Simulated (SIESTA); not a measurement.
**MnO2 under changes of volume**

One of the cells (10.839 Å³/atom); the others are scaled copies at fixed shape and fractional positions:

```
CELL_PARAMETERS angstrom
2.85658 0.00000 0.00000
-1.42829 2.47387 0.00000
0.00000 0.00000 4.60137
ATOMIC_POSITIONS crystal
Mn 0.00000 0.00000 0.50000
O 0.33333 0.66667 0.70629
O 0.66667 0.33333 0.29371
```

Measurements of this composition are mostly on another form, of space group No. 136.

| Quantity | Value |
| --- | --- |
| Program | SIESTA 5.4.2 |
| Functional | LDA |
| Potentials or basis | PseudoDojo 0.4 standard (LDA files) |
| Basis | DZP (energy shift 0.003 Ry; two zetas on semicore shells) |
| Grid cutoff | 800 Ry |
| Energy shift | 0.003 Ry |
| k mesh | 8 × 8 × 4 |
| Occupations | fermi-dirac, width 0.05 eV |
| Spin | collinear spin, ferromagnetic start |
| Starting moments | [4.0, 0.0, 0.0] μB |

```tsv
volume (Å³/atom)	energy over the lowest point (meV/atom)	pressure (GPa)	gap on the mesh (eV)	largest force (eV/Å)
10.189	8.21	8.0	0.14	0.907
10.405	0.79	2.9	0.22	0.540
10.622	0.00	-1.7	0.30	0.201
10.839	5.19	-5.9	0.38	0.115
11.056	15.74	-9.6	0.45	0.406
11.273	?	?	?	?
11.489	50.51	-15.8	0.58	0.920
```

**Question.** What does the run at 11.273 Å³/atom give?

**Answer.** Energy over the lowest point 31.03 meV/atom; pressure -12.9 GPa; gap on the mesh 0.52 eV; largest force 0.675 eV/Å.

Worked out: A Birch-Murnaghan fit of order 3 (a polynomial in V^(-2/3)) to the other rows has its minimum at 10.54 Å³/atom with B0 = V·E''(V) = 224 GPa and B' = 4.5 at fixed shape and positions, which overstates the stiffness. It gives 31.04 meV/atom at 11.273 Å³/atom, against the run's 31.03, and -dE/dV = -12.9 GPa, against -12.9. A straight line through the other rows of the gap, of slope 3.68 eV per unit of ln V, gives 0.52 eV, against the run's 0.52.

Energies are extrapolated to zero smearing.

Caveats: short orbitals over semicore shells can move pressures by several GPa; the basis of atomic orbitals isn't converged, which shifts pressures, moduli and gaps; a cell with one magnetic atom can't hold antiferromagnetic order, which such compounds often take.

A mesh can miss the band edges.
